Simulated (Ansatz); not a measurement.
Runs of Ansatz 0.2.0 on Ge. Symmetry: Cmcm, No. 63, orthorhombic system. The conventional cell has a = 2.976 Å, b = 5.189 Å, c = 4.728 Å, α = 90.00°, β = 90.00°, γ = 90.00°. Around Ge (site symmetry m2m) lie 12 Ge at 2.92 to 2.99 Å. This isn't the form of Ge at room conditions, which is diamond.

```csv
level,spin,cutoff (eV),smearing,gap on the mesh (eV),pressure (GPa)
BLYP,"collinear, ferrimagnetic start",200,fermi-dirac 0.05 eV,none,(a)
PBEsol,off,199,gaussian 0.02 eV,none,0.5
PBE,off,199,gaussian 0.05 eV,none,4.4
LDA,off,200,gaussian 0.1 eV,none,-1.2
```

Alike in all rows: task single point; potentials or basis all-electron LAPW, scalar-relativistic; cell as given; k mesh 10 × 10 × 6; basis error allowed 0.001 eV/atom.

Q: Estimate the missing entries.

A: (a) 11.3.

Caveats: the starting moments weren't kept (some runs).

A k mesh can miss the band edges, and the runs leave out spin-orbit coupling on Ge.

A gap of «none» marks a metal or a gap under the smearing width.
